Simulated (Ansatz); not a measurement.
ZrSi2 single point

The input, for Ansatz 0.2.0 (plane waves, PAW):

```yaml
crystal:
  lattice:
    - [6.34394, 0.0, 0.0]
    - [0.0, 3.429824, 0.0]
    - [0.0, 0.0, 8.540182]
  atoms:
    - { symbol: Zr, position: [0.28038, 0.25, 0.16277] }
    - { symbol: Zr, position: [0.21962, 0.75, 0.66277] }
    - { symbol: Zr, position: [0.78038, 0.25, 0.33723] }
    - { symbol: Zr, position: [0.71962, 0.75, 0.83723] }
    - { symbol: Si, position: [0.9049, 0.25, 0.6446] }
    - { symbol: Si, position: [0.5951, 0.75, 0.1446] }
    - { symbol: Si, position: [0.4049, 0.25, 0.8554] }
    - { symbol: Si, position: [0.0951, 0.75, 0.3554] }
    - { symbol: Si, position: [0.8908, 0.25, 0.0396] }
    - { symbol: Si, position: [0.6092, 0.75, 0.5396] }
    - { symbol: Si, position: [0.3908, 0.25, 0.4604] }
    - { symbol: Si, position: [0.1092, 0.75, 0.9604] }
  symmetry: { tolerance: 0.0003 }
kpoints:
  mp_grid: { grid: [6, 10, 4], shift: [0, 0, 0] }
  band_path:
    path:
      - [0.0, 0.0, 0.0]
      - [0.5, 0.0, 0.0]
      - [0.5, 0.5, 0.0]
      - [0.0, 0.5, 0.0]
      - [0.0, 0.0, 0.0]
      - [0.0, 0.0, 0.5]
      - [0.5, 0.0, 0.5]
      - [0.5, 0.5, 0.5]
      - [0.0, 0.5, 0.5]
    npoints: 6
magnetization:
  spin_polarized: false
scf:
  occupations: { method: fermi_dirac, width: 0.0666 }
  lower_state_search: "off"
  max_iter: 200
hamiltonian:
  pseudopotentials: { kind: paw }
  xc: revpbe
basis:
  ecutwfc: 420
  fft_grid_basis: typed
output:
  forces: true
  stress: true
  eigenvalues: true
  bader: true
  populations: true
  elf: true
  write_potential: true
  volumetric_format: npy
  dos:
    e_range: [-12, 8]
    de: 0.05
    projected: { site_lists: { Si: [Si], Zr: [Zr] } }
checkpoint:
  read: saved_state
```

The run starts from an earlier solution of this cell. 

Parts of the output:

```
Pseudopotentials: kind: paw
Pseudopotential: Zr, paw, valence charge 12, recommended cutoff 420 eV (normal), Zr.paw.azcp
Pseudopotential: Si, paw, valence charge 4, recommended cutoff 420 eV (normal), Si.paw.azcp
Functional definition: revPBE
  exchange = pbe_x(kappa = kappa, mu = beta*pi^2/3)
  correlation = pbe_c(beta = beta)
Crystal: 12 atoms, lattice volume = 185.822 Å³
Basis set: ecut = 420 eV, 3635 PW (Γ), exchange–correlation on 90×48×120 points (8 copies of the dense FFT grid, shifted against one another)
Bands: 52, of which v1, the nominal top of the filled ones, is band 40 counted from 1 (39 counted from 0)
Symmetry: 8 space group operations
Space group: Pnma (ITA 62), of the structure as read, at distance tolerance 1.7e-3 Å
k-points: 72 of 240
Initial density: read from a saved state, or passed on in memory by an earlier SCF of this step, an earlier step, the calling program or the single point that the run made first
Functional: x = revpbe(κ = 1.245, μ = 0.2195), c = pbe(β = 0.0667)
SCF iter   1: F=—  Δρ=1.48e-3  dr2=3.55e-3
SCF iter   2: F=—  Δρ=8.41e-4  dr2=1.26e-3
SCF iter   3: F=—  Δρ=8.36e-5  dr2=9.25e-6
SCF iter   4: F=—  Δρ=1.75e-5  dr2=4.64e-7
SCF iter   5: F=-21860.6899 eV  Δρ=2.74e-6  dr2=1.00e-8
Free energy (F): -21860.6899 eV
Harris-Foulkes:  -21860.6899 eV  (|F-HF|=1.14e-9)
Internal energy: -21860.6017 eV  (E = F + TS)
E sigma→0 (E₀):  -21860.6458 eV
Entropy (-TS):   -0.0882 eV (-7.351 meV/atom)
Fermi energy:    13.0661 eV
--- Forces (eV/Å), atoms counted from 1 ---
  atom   1  Zr     0.3265     0.0000    -0.1627
  atom   2  Zr    -0.3265     0.0000    -0.1627
  atom   3  Zr     0.3265     0.0000     0.1627
  atom   4  Zr    -0.3265     0.0000     0.1627
  atom   5  Si    -1.2232     0.0000    -0.0026
  atom   6  Si     1.2232     0.0000    -0.0026
  atom   7  Si    -1.2232     0.0000     0.0026
  atom   8  Si     1.2232     0.0000     0.0026
  atom   9  Si    -1.1880     0.0000     0.7550
  atom  10  Si     1.1880     0.0000     0.7550
  atom  11  Si    -1.1880     0.0000    -0.7550
  atom  12  Si     1.1880     0.0000    -0.7550
--- Stress (GPa, compression-positive) ---
       18.2715       0.0000       0.0000
        0.0000      24.9789       0.0000
        0.0000       0.0000      30.7803
  P = ⅓ Tr σ = 24.6769 GPa (246.769 kbar)
--- Löwdin populations: 12 sites ---
  site symbol       q [e]
     0     Zr     11.9125
     1     Zr     11.9125
     2     Zr     11.9125
     3     Zr     11.9125
     4     Si      4.0249
     5     Si      4.0249
     6     Si      4.0249
     7     Si      4.0249
     8     Si      3.9225
     9     Si      3.9225
    10     Si      3.9225
    11     Si      3.9225
  spilling = 0.0070 (of n_electrons = 80.0000)
--- Bader charges: 12 sites ---
  site symbol  charge [e]  shift [e]
     0     Zr      1.1795     0.0015
     1     Zr      1.1795     0.0015
     2     Zr      1.1795     0.0015
     3     Zr      1.1795     0.0015
     4     Si     -0.7081     0.0009
     5     Si     -0.7081     0.0009
     6     Si     -0.7081     0.0009
     7     Si     -0.7081     0.0009
     8     Si     -0.4714     0.0006
     9     Si     -0.4714     0.0006
    10     Si     -0.4714     0.0006
    11     Si     -0.4714     0.0006
```

Origin: a known structure type with other elements, at an estimated volume, so it need not be a known compound. Caveats: atoms or cell far from equilibrium; forces of this functional can be a tenth off on these datasets.
